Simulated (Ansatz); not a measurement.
# VN: the cost of one run

Program: Ansatz 0.2.0. Level of theory: DFT PBE, scalar-relativistic, plane waves, PAW. These are calculated values, not measurements.

1 further run of the same task is left out (set aside as unsound or not needed).

## 1. The system as given

It takes space group Fm-3m (No. 225, cubic). Conventional cell: a = 4.128 Å, b = 4.128 Å, c = 4.128 Å, α = 90.00°, β = 90.00°, γ = 90.00°. V (site symmetry m-3m) has 6 N at 2.06 Å as nearest neighbours. Around N (site symmetry m-3m) lie 6 V at 2.06 Å.

As a file:

```cif
data_structure
_symmetry_space_group_name_H-M 'P 1'
_symmetry_Int_Tables_number 1
_cell_length_a 2.9189
_cell_length_b 2.9189
_cell_length_c 2.9189
_cell_angle_alpha 60.000
_cell_angle_beta 60.000
_cell_angle_gamma 60.000
_cell_volume 17.59
loop_
_atom_site_label
_atom_site_type_symbol
_atom_site_fract_x
_atom_site_fract_y
_atom_site_fract_z
_atom_site_occupancy
V1 V 0.00000 0.00000 0.00000 1
N1 N 0.50000 0.50000 0.50000 1
```

The cell is the deposited one, not relaxed. An earlier run on this cell at PBE gave -2.56 GPa at 8.793 Å³/atom (14×14×14 mesh), metallic, no moment left.

## 2. Bands on a fine mesh, Fermi surface

input.yaml

```yaml
crystal:
  lattice:
    - [0.0, 2.0640009277, 2.0640009277]
    - [2.0640009277, 0.0, 2.0640009277]
    - [2.0640009277, 2.0640009277, 0.0]
  atoms:
    - { symbol: V, position: [0.0, 0.0, 0.0], spin: 0.05 }
    - { symbol: "N", position: [0.5, 0.5, 0.5] }
basis:
  ecutwfc: 420
  ecutrho_ratio: 4
kpoints:
  mp_grid: { grid: [14, 14, 14] }
hamiltonian:
  xc: pbe
scf:
  occupations: { method: gaussian, width: 0.05 }
  lower_state_search: "off"
output:
  forces: true
  stress: true
  eigenvalues: true
  populations: true
  eigenstates:
    nscf_kmesh: { grid: [24, 24, 24] }
    de_dk: true
    e_range: [-2.5, 2.5]
  write_density: true
  write_potential: true
  elf: true
  volumetric_format: npy
magnetization:
  spin_polarized: true
checkpoint:
  read: start.run
  write: ck
  compress: false
  write_wavefunctions: false
  write_every: 100000
```

It reads its starting density from start.run, saved by an earlier run on this cell.

On the command line:

```console
> ansatz run input.yaml --threads 4 --pin off --max-ram 9216MiB --backend cpu --events-out ev --progress --plain --runs-dir out
```

**Question.** How long does this run take on 4 threads of Arm Neoverse V2, shared host, and how much memory does it need?

About 2 s, with a peak of 0.35 GiB.
